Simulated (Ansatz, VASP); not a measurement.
## Fe: VASP beside Ansatz

```
Fe
1.0
    -1.43455    1.43455    1.43455
     1.43455   -1.43455    1.43455
     1.43455    1.43455   -1.43455
Fe
1
Direct
  0.00000 0.00000 0.00000
```

Alike in both runs: task single point; functional r2SCAN; k mesh 15 × 15 × 15; occupations methfessel-paxton of order 1, width 0.2 eV; collinear spin.

|  | VASP | Ansatz |
| --- | --- | --- |
| version | VASP 6.6.1 | Ansatz 0.2.0 |
| potentials or method | VASP PAW PBE potentials, release 64 (Fe) | plane waves (500 eV) with PAW, scalar-relativistic |
| plane-wave cutoff (eV) | 520 | 500 |
| valence electrons in the cell | 8 | 16 |

Ansatz gave:

```
pressure (GPa)                                                : 0.0
net moment per atom (μB)                                      : 2.67
size of the moment on the site where the two differ most (μB) : 2.83
```

Question: Which values does VASP return?

Answer: Pressure (GPa): -0.4; net moment per atom (μB): 2.67; size of the moment on the site where the two differ most (μB): 2.74.

Site moments also hang on the region over which each program counts them. The two sets of potentials don't hold the same shells in valence. Ansatz warned: «stability_check_not_made».

Caveats: the PAW data sets were made with another functional, which shifts forces and pressure a little (VASP).
